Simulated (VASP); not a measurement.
The system is Er.

```xyz
1
Lattice="-1.9779 1.9779 1.9779 1.9779 -1.9779 1.9779 1.9779 1.9779 -1.9779" Properties=species:S:1:pos:R:3 pbc="T T T"
Er    0.0000    0.0000    0.0000
```

This isn't the form of Er at room conditions, which is hcp.

| Item | Value |
| --- | --- |
| Program | VASP 6.6.1 |
| Task | relaxation of cell and atoms |
| Functional | optB86b-vdW |
| Potentials or basis | VASP PAW PBE potentials, release 64 (Er) |
| Cutoff | 600 eV |
| k mesh | 9 × 9 × 9 |
| Occupations | tetrahedron, uncorrected, width 0.5 eV |
| Spin | collinear spin, ferromagnetic start |
| Starting moments | [3.0] μB |
| Fixed moment | 4 μB |

At the start: pressure 3.1 GPa; volume 30.95 Å³/atom.

Problem. Where does the relaxation end?

Solution. Over 5 steps the energy falls by 32.9 meV/atom and the volume is 34.43 Å³/atom (+11.2 %); space group Im-3m (No. 229, to 0.05 Å); moment 4.00 μB per cell.

The path:
| step | energy change (eV) | largest force (eV/Å) | pressure (GPa) | volume (Å³) |
| --- | --- | --- | --- | --- |
| 1 | 0.0000 | 0.0000 | 3.11 | 30.95 |
| 2 | -0.0135 | 0.0000 | 2.19 | 31.76 |
| 3 | -0.0323 | 0.0000 | 0.39 | 33.99 |
| 4 | -0.0329 | 0.0000 | -0.09 | 34.54 |
| 5 | -0.0329 | 0.0000 | -0.01 | 34.43 |

Final structure:
```yaml
crystal:
  lattice:
    - [-2.04948, 2.04948, 2.04948]
    - [2.04948, -2.04948, 2.04948]
    - [2.04948, 2.04948, -2.04948]
  atoms:
    - { symbol: Er, position: [0.00000, 0.00000, 0.00000] }
```

Caveat: the magnetic or orbital state may not be the lowest; the PAW data sets were made with another functional, which shifts forces and pressure a little; the total moment is fixed, so each spin has its own Fermi level.
